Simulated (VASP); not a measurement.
A run of VASP 6.6.1:

POSCAR

```
BN
1.0
    0.0000000000      1.8130010000      1.8130010000
    1.8130010000      0.0000000000      1.8130010000
    1.8130010000      1.8130010000      0.0000000000
N B
1 1
Direct
    0.2500000000      0.2500000000      0.2500000000
    0.0000000000      0.0000000000      0.0000000000
```

INCAR.step1

```
SYSTEM = BN
ALGO = Normal
EDIFF = 1E-5
ENCUT = 520
GGA = PE
ISIF = 2
ISMEAR = -1
LASPH = .TRUE.
LCHARG = .FALSE.
LREAL = .FALSE.
LWAVE = .TRUE.
NBANDS = 11
NELM = 100
PREC = Accurate
SIGMA = 0.05
```

File INCAR.step2:

```
SYSTEM = BN
ALGO = Normal
EDIFF = 1E-7
ENCUT = 520
ISIF = 2
ISMEAR = -1
ISTART = 1
LASPH = .TRUE.
LCHARG = .FALSE.
LREAL = .FALSE.
LWAVE = .FALSE.
METAGGA = LMBJ
NBANDS = 11
NELM = 100
PREC = Accurate
SIGMA = 0.05
```

Contents of KPOINTS:

```
k-points
0
G
  13 13 13
  0 0 0
```

The input KPOINTS_OPT:

```
path GXWKGLUWLK,UX
10
line-mode
reciprocal
 0.0000000000  0.0000000000  0.0000000000  G
 0.5000000000  0.0000000000  0.5000000000  X

 0.5000000000  0.0000000000  0.5000000000  X
 0.5000000000  0.2500000000  0.7500000000  W

 0.5000000000  0.2500000000  0.7500000000  W
 0.3750000000  0.3750000000  0.7500000000  K

 0.3750000000  0.3750000000  0.7500000000  K
 0.0000000000  0.0000000000  0.0000000000  G

 0.0000000000  0.0000000000  0.0000000000  G
 0.5000000000  0.5000000000  0.5000000000  L

 0.5000000000  0.5000000000  0.5000000000  L
 0.6250000000  0.2500000000  0.6250000000  U

 0.6250000000  0.2500000000  0.6250000000  U
 0.5000000000  0.2500000000  0.7500000000  W

 0.5000000000  0.2500000000  0.7500000000  W
 0.5000000000  0.5000000000  0.5000000000  L

 0.5000000000  0.5000000000  0.5000000000  L
 0.3750000000  0.3750000000  0.7500000000  K

 0.6250000000  0.2500000000  0.6250000000  U
 0.5000000000  0.0000000000  0.5000000000  X
```

Potentials or basis: VASP PAW PBE potentials, release 64 (N, B).

Run with:

```console
$ cat potpaw_PBE.64/N/POTCAR potpaw_PBE.64/B/POTCAR > POTCAR
$ cp INCAR.step1 INCAR
$ mpirun -np 1 vasp_std > vasp.out
$ cp INCAR.step2 INCAR
$ mpirun -np 1 vasp_std > vasp.out
```

Hardware: 1 thread of Intel(R) Xeon(R) Platinum 8375C CPU @ 2.90GHz (Ice Lake), with other jobs on the host.

Question: How long does it take, and how much memory?

Answer: It took 59 s on 1 thread of Intel(R) Xeon(R) Platinum 8375C CPU @ 2.90GHz (Ice Lake), on a shared host, peak memory 0.14 GiB. Counts: scf iterations 60, k points 84.
